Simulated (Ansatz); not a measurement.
# NiO: the cost of one run

Method: DFT PBE with spin–orbit coupling, plane waves, PAW, in Ansatz 0.2.0.

### 1 The structure to begin with

The structure is cubic, space group Fm-3m (No. 225). Conventional cell: a = 4.217 Å, b = 4.217 Å, c = 4.217 Å, α = 90.00°, β = 90.00°, γ = 90.00°. Around Ni (site symmetry m-3m) lie 6 O at 2.11 Å. O (site symmetry m-3m) has 6 Ni at 2.11 Å as nearest neighbours.

Coordinates:

```cif
data_structure
_symmetry_space_group_name_H-M 'Fm-3m'
_symmetry_Int_Tables_number 225
_cell_length_a 4.2170
_cell_length_b 4.2170
_cell_length_c 4.2170
_cell_angle_alpha 90.000
_cell_angle_beta 90.000
_cell_angle_gamma 90.000
_cell_volume 74.99
loop_
_atom_site_label
_atom_site_type_symbol
_atom_site_symmetry_multiplicity
_atom_site_Wyckoff_symbol
_atom_site_fract_x
_atom_site_fract_y
_atom_site_fract_z
_atom_site_occupancy
Ni1 Ni 4 a 0.00000 0.00000 0.00000 1
O1 O 4 b 0.50000 0.00000 0.00000 1
```

This cell comes from an earlier session at PBE with spin–orbit coupling: 9.374 Å³/atom at 0.00 GPa, on a 14×14×14 mesh.

Volume factors to run: 0.980, 1.020, 0.960, 1.040, 1.070.

### 2 Scaling the volume by 0.980

The input, input.yaml:

```yaml
crystal:
  lattice:
    - [0.0, 2.0943413187, 2.0943413187]
    - [2.0943413187, 0.0, 2.0943413187]
    - [2.0943413187, 2.0943413187, 0.0]
  atoms:
    - { symbol: Ni, position: [0.0, 0.0, 0.0], spin: 1.63, spin_axis: [0.0, 0.0, 1.0] }
    - { symbol: O, position: [0.5, 0.5, 0.5] }
basis:
  ecutwfc: 420
  ecutrho_ratio: 4
kpoints:
  mp_grid: { grid: [14, 14, 14] }
hamiltonian:
  xc: pbe
scf:
  occupations: { method: gaussian, width: 0.05 }
output:
  forces: true
  stress: true
  eigenvalues: true
  populations: true
magnetization:
  noncollinear: true
  spin_orbit: true
```

On the command line:

```console
ansatz run input.yaml --threads 4 --pin off --max-ram 7168MiB --backend cpu --events-out ev --progress --plain --runs-dir out
```

**Question.** How long does this run take on 4 threads of AMD EPYC 9R45 (Zen 5), shared host, and how much memory does it need?

About 9.3 s, with a peak of 0.7 GiB.
